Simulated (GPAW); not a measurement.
Set up this calculation in GPAW 26.7.0, as an ASE script.

```yaml
Task: band structure
Functional: PBE
Potentials_or_basis: GPAW PAW data sets (gpaw-data 1.2.1)
Cutoff: 600 eV
Basis: pw
k_mesh: 7 × 7 × 7
Occupations: fermi-dirac, width 0.05 eV
Spin: no spin polarisation
Maxiter: 150
Band_path: GXWKGLUWLK,UX
Band_points: 60
```

The structure of TePb lies in TePb.xyz:

```xyz
2
Lattice="0.0000000000 3.2310000000 3.2310000000 3.2310000000 0.0000000000 3.2310000000 3.2310000000 3.2310000000 0.0000000000" Properties=species:S:1:pos:R:3 pbc="T T T"
Pb     0.0000000000      0.0000000000      0.0000000000
Te     3.2310000000      3.2310000000      3.2310000000
```

One way to write it, as run:

run.py

```python
from ase.dft.bandgap import bandgap
from ase.io import read, write
from ase.units import GPa
from gpaw import GPAW, PW

atoms = read('TePb.xyz')

calc = GPAW(mode=PW(600),
            xc='PBE',
            kpts={'size': (7, 7, 7), 'gamma': True},
            occupations={'name': 'fermi-dirac', 'width': 0.05},
            nbands=19,
            convergence={'density': 1e-05, 'energy': 1e-05},
            maxiter=150,
            txt='gpaw.txt')
atoms.calc = calc
energy = atoms.get_potential_energy()
forces = atoms.get_forces()
stress = atoms.get_stress()
calc.write('gs.gpw')
write('result.traj', atoms)
print(f'Energy: {energy:.6f} eV')
print('Forces (eV/A):')
print(forces.round(4))
print('Stress (GPa):', (stress / GPa).round(3))
print('Fermi level:', round(calc.get_fermi_level(), 4), 'eV')
print(f'Gap: {bandgap(calc)[0]:.4f} eV, direct: {bandgap(calc, direct=True)[0]:.4f} eV')

path = atoms.cell.bandpath('GXWKGLUWLK,UX', npoints=60, eps=1e-4)
bs_calc = calc.fixed_density(kpts=path, symmetry='off', nbands=32,
                             convergence={'bands': 'CBM+6.0', 'eigenstates': 1e-6}, txt='bands.txt')
bs = bs_calc.band_structure()
bs.write('bs.json')
print(f'Gap on the path: {bandgap(bs_calc)[0]:.4f} eV')
```

Potentials or basis: GPAW PAW data sets (gpaw-data 1.2.1), pw.

The run is started by

```sh
$ OMP_NUM_THREADS=1 python run.py
```

It gave:

```json
{
 "Pressure": "1.8 GPa",
 "Band gap along the path": "0.69 eV, direct"
}
```

Caveat: this odd mesh misses L, where the gap lies, so gap, dielectric constants and Born charges aren't listed; spin-orbit coupling is left out, which moves the levels of the heavy elements.

Run time: 61 s on 1 thread of Arm Neoverse V2, on a shared host, peak memory 0.29 GiB.
